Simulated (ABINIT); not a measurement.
**AlN (F-43m): a QSGW loop that did not settle**

Aim: QSGW for AlN (F-43m), iterated from the one-shot result.

Program: ABINIT 10.8.3. Level of theory: PBE and many-body steps on it, plane waves. Results are calculated unless marked as measured.

Most raw output is cut from this account.

## (1) The structure

It takes space group F-43m (No. 216, cubic). The conventional cell has a = 4.368 Å, b = 4.368 Å, c = 4.368 Å, α = 90.00°, β = 90.00°, γ = 90.00°. Al has 4 N at 1.89 Å nearest. Nearest to N lie 4 Al at 1.89 Å. Farther neighbours and most contacts between anions are not listed.

The cell and positions are those that the Materials Project relaxed with its own functionals (PBE, PBE+U or r2SCAN), kept fixed. This is not the form that AlN usually takes at ambient conditions.

## (2) Ground state

This step: ABINIT 10.8.3; DFT, PBE, plane waves, norm-conserving pseudopotentials.

The ground-state density comes first.

The input, run.abi:

```
acell 3*1.0 Angstrom
rprim 
  -0.000000000000 2.183993559600 2.183993559600
  2.183993559600 -0.000000000000 2.183993559600
  2.183993559600 2.183993559600 -0.000000000000
ntypat 2
znucl 13 7
natom 2
typat 1 2
xred 
  0.000000000000 0.000000000000 0.000000000000
  0.750000000000 0.750000000000 0.750000000000
pp_dirpath "pseudos"
pseudos "Al.upf, N.upf"
ecut 36
ngkpt 8 8 8
nshiftk 1
shiftk 0 0 0
kptopt 1
chksymbreak 0
nband 9
occopt 1
tolvrs 1e-10
nstep 60
prtwf 0
optforces 0
optstress 0
indata_prefix "in"
outdata_prefix "out"
tmpdata_prefix "tmp"
```

Command:

```bash
> OMP_NUM_THREADS=1 mpirun -n 4 abinit run.abi > log
```

Elapsed: 4.3 s, on 4 MPI ranks of Arm Neoverse V1, shared host; peak memory 0.25 GiB; 17 s of CPU time.

Numbers from this step:

- total energy: -348.0988 eV
- gap: 3.325 eV
- k of the valence top: 0, 0, 0
- k of the conduction bottom: 0.5, 0.5, 0
- least direct gap: 4.192 eV

The gap is indirect, with the least direct gap 0.87 eV higher.

## (3) G0W0

The self-energy is evaluated for the states that the input lists, and the levels follow from it, in one-shot runs by the linearised quasiparticle equation.

This step: G0W0 on PBE, plane waves, norm-conserving pseudopotentials.

run.abi, as its differences from that of step 2:

```diff
@@ -15,3 +15,3 @@
 ecut 36
-ngkpt 8 8 8
+ngkpt 4 4 4
 nshiftk 1
@@ -20,9 +20,20 @@
 chksymbreak 0
-nband 9
+istwfk *1
 occopt 1
-tolvrs 1e-10
-nstep 60
-prtwf 0
-optforces 0
-optstress 0
+irdwfk 1
+optdriver 4
+nband 19
+gwcalctyp 0
+ecutsigx 36
+symsigma 1
+nkptgw 2
+kptgw 
+  0.0000000000 0.0000000000 0.0000000000
+  0.5000000000 0.5000000000 0.0000000000
+bdgw 
+  2 8
+  3 6
+ecuteps 4
+irdscr 1
+ppmodel 1
 indata_prefix "in"
```

Wall time 2.3 s (4 MPI ranks); peak memory 0.09 GiB; 8.9 s of CPU time.

## (4) QSGW, cycle 1

This step: QSGW on PBE, plane waves, norm-conserving pseudopotentials.

run.abi, as its differences from that of step 3:

```diff
@@ -25,12 +25,24 @@
 nband 19
-gwcalctyp 0
+gwcalctyp 28
 ecutsigx 36
-symsigma 1
-nkptgw 2
+symsigma 0
+nkptgw 8
 kptgw 
   0.0000000000 0.0000000000 0.0000000000
+  0.2500000000 0.0000000000 0.0000000000
+  0.5000000000 0.0000000000 0.0000000000
+  0.2500000000 0.2500000000 0.0000000000
+  0.5000000000 0.2500000000 0.0000000000
+  -0.2500000000 0.2500000000 0.0000000000
   0.5000000000 0.5000000000 0.0000000000
+  -0.2500000000 0.5000000000 0.2500000000
 bdgw 
-  2 8
-  3 6
+  1 13
+  1 13
+  1 13
+  1 13
+  1 13
+  1 13
+  1 13
+  1 13
 ecuteps 4
```

Wall time 13 s (4 MPI ranks); peak memory 0.53 GiB; 50 s of CPU time.

## (5) QSGW, cycle 2

The corrected levels of the last cycle go back in.

run.abi, as its differences from that of step 4:

```diff
@@ -50,2 +50,3 @@
 ppmodel 1
+irdqps 1
 indata_prefix "in"
```

It took 13 s on 4 MPI ranks; peak memory 0.5 GiB.

## (6) QSGW, cycle 3

run.abi is that of step 5.

Run time: 13 s. Hardware: 4 MPI ranks; peak memory 0.47 GiB; 50 s of CPU time.

## (7) QSGW, cycle 4

run.abi is that of step 6.

The job ended after 13 s (4 MPI ranks; peak memory 0.53 GiB; 50 s of CPU time).

## (8) QSGW, cycle 5

run.abi is that of step 7.

It took 13 s on 4 MPI ranks; peak memory 0.53 GiB.

## (9) QSGW, cycle 6

run.abi is that of step 8.

The job ended after 13 s (4 MPI ranks; peak memory 0.53 GiB; 51 s of CPU time).

## (10) QSGW, cycle 7

run.abi is that of step 9.

The job ended after 13 s (4 MPI ranks; peak memory 0.53 GiB; 51 s of CPU time).

## (11) The gaps

| run | starting gap (eV) | gap (eV) |
| --- | --- | --- |
| G0W0 | 3.325 | 4.247 |
| QSGW, cycle 1 | 3.325 | 4.444 |
| QSGW, cycle 2 | 3.325 | 5.659 |
| QSGW, cycle 3 | 3.325 | 4.843 |
| QSGW, cycle 4 | 3.325 | 5.671 |
| QSGW, cycle 5 | 3.325 | 4.921 |
| QSGW, cycle 6 | 3.325 | 5.606 |
| QSGW, cycle 7 | 3.325 | 4.980 |
| QSGW, cycle 8 | 3.325 | 5.549 |

## (12) Outcome

| Quantity | Value |
| --- | --- |
| outcome | loop not settled, no gap to quote |
| settings | 4×4×4 mesh, 19 bands, screening to 108.8 eV |

What this shows: The loop did not meet its test in 8 cycles; the last steps moved the gap by +0.685, −0.626 and +0.569 eV. None of its gaps is a result. No run here shows the cause. The 4×4×4 mesh is coarse for this cell, which bears on the long-range parts of exchange and screening. In the updated screening the q = 0 part is built from Kohn-Sham bands under a rigid shift, the other q from the quasiparticle levels.

[Paths, hosts, dates, memory and timing lines, banners, echoed tables and standing remarks are left out of the program output.]

[Logs are printed without paths, hosts, clocks, repeated set-up lines and the standing remarks that a program may print on its own settings, such as how far it seeks lower states.]

[Runs of the session that timed out or met a known fault of the program may be left out.]

[Hosts, paths, dates, database ids (printed as entryN), source tags and the programs' standing remarks are cut or masked in the printed files.]

[G0W0 gaps are taken among the corrected bands and points alone; a level outside them can change the order at an edge.]

[Where Ansatz stands beside ABINIT at settings called matched, ABINIT's density can come from a denser mesh and the files from another edition; pairs whose starting gaps differed by over 0.03 eV were left out, so agreement reads better than it is.]
